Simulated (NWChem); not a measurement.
# Ge in NWChem: convergence with k mesh

Crystal: Ge.

```xyz
2
Lattice="0.0000 2.8289 2.8289 2.8289 0.0000 2.8289 2.8289 2.8289 0.0000" Properties=species:S:1:pos:R:3 pbc="T T T"
Ge   -1.4524   -1.3740   -1.4308
Ge   -0.0013    0.0102    2.7804
```

The cell isn't the ideal one: atoms moved at random.

| Item | Value |
| --- | --- |
| Program | NWChem 7.2.2 |
| Task | convergence study |
| Functional | PBE |
| Potentials or basis | NWChem's default library (pspw_default) |
| Cutoff | 544 eV |
| Density cutoff | 1088 eV |
| k mesh | 1 × 1 × 1 |
| Occupations | fermi-dirac, width 0.05 eV |
| Spin | no spin polarisation |

These are the settings of the first run; the series varies k mesh, with any setting tied to it.

Hardware: 1 thread of Arm Neoverse V1 (shared host).

| k mesh | energy less the tightest run, at zero smearing (meV/atom) | pressure (GPa) | largest force (eV/Å) | SCF cycles | CPU time (s) | peak memory (GiB) |
| --- | --- | --- | --- | --- | --- | --- |
| 1 × 1 × 1 | 9775.43 | 76.55 | 1.195 | 26 | 3.5 | 0.07 |
| 2 × 2 × 2 | 1443.71 | 16.29 | 0.519 | 15 | 15 | 0.09 |
| 3 × 3 × 3 | 379.55 | 5.31 | 0.480 | 14 | 26 | 0.11 |
| 4 × 4 × 4 | 123.13 | 3.13 | 0.545 | 13 | 67 | 0.17 |
| 5 × 5 × 5 | 45.71 | 2.36 | 0.625 | 13 | 130 | 0.26 |
| 6 × 6 × 6 | 16.80 | 2.10 | 0.656 | 13 | 260 | 0.41 |
| 7 × 7 × 7 | 5.21 | 2.01 | 0.671 | 13 | 460 | 0.59 |
| 8 × 8 × 8 | 0.00 | 1.98 | 0.677 | 13 | 840 | 0.86 |

Against the tightest run, the pressure stays within 0.1 GPa from 7 × 7 × 7 on. Not settled before the last step: the energy (to 1 meV/atom), the largest force (to 0.005 eV/Å). Meshes of other sizes hit other points, so gaps and Fermi surfaces needn't settle smoothly. The tightest run that finished is the yardstick and may itself not be fully converged.

Caveat, for the tightest run too: potentials of this library can shift pressures by several GPa and gaps by up to half an eV, enough to turn an indirect gap into a direct one; without spin the log's total energy holds half of the entropy term, while the free energy listed holds all of it.
